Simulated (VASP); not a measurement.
## InSe under changes of volume

One of the cells (32.652 Å³/atom); the others are scaled copies at fixed shape and fractional positions:

```
CELL_PARAMETERS angstrom
4.07413 0.00000 0.00000
-2.03707 3.52830 0.00000
0.00000 0.00000 18.17162
ATOMIC_POSITIONS crystal
In 0.33333 0.66667 0.07739
In 0.33333 0.66667 0.92261
In 0.00000 0.00000 0.42261
In 0.00000 0.00000 0.57739
Se 0.33333 0.66667 0.35298
Se 0.33333 0.66667 0.64702
Se 0.66667 0.33333 0.14700
Se 0.66667 0.33333 0.85300
```

Measurements of this composition are mostly on another form, of space group No. 160.

| Property | Result |
| --- | --- |
| Program | VASP 6.6.1 |
| Functional | PBEsol |
| Potentials or basis | VASP PAW PBE potentials, release 64 (In_d, Se) |
| Cutoff | 520 eV |
| k mesh | 8 × 8 × 2 |
| Occupations | fermi-dirac, width 0.05 eV |
| Spin | no spin polarisation |

```tsv
volume (Å³/atom)	energy over the lowest point (meV/atom)	pressure (GPa)	gap on the mesh (eV)	largest force (eV/Å)
30.091	9.95	2.3	0.79	0.547
30.731	2.82	1.2	0.73	0.362
31.371	0.00	0.2	0.68	0.190
32.652	5.50	-1.5	0.58	0.114
33.292	?	?	?	?
33.932	23.25	-2.9	0.50	0.375
```

**Question.** What does the run at 33.292 Å³/atom give?

**Answer.** Energy over the lowest point 13.02 meV/atom; pressure -2.3 GPa; gap on the mesh 0.54 eV; largest force 0.250 eV/Å.

Worked out: A Birch-Murnaghan fit of order 3 (a polynomial in V^(-2/3)) to the other rows has its minimum at 31.51 Å³/atom with B0 = V·E''(V) = 46 GPa and B' = 4.7 at fixed shape and positions, which overstates the stiffness. It gives 13.01 meV/atom at 33.292 Å³/atom, against the run's 13.02, and -dE/dV = -2.2 GPa, against -2.3. A straight line through the other rows of the gap, of slope -2.41 eV per unit of ln V (its deformation potential), gives 0.54 eV, against the run's 0.54.

Energies are extrapolated to zero smearing.

Caveats: the PAW data sets were made with another functional, which shifts forces and pressure a little; spin-orbit coupling is left out, which moves the levels of the heavy elements; this functional lacks dispersion, which binds the layers, so the pressure and a relaxed spacing across them are unreliable.

A mesh can miss the band edges.
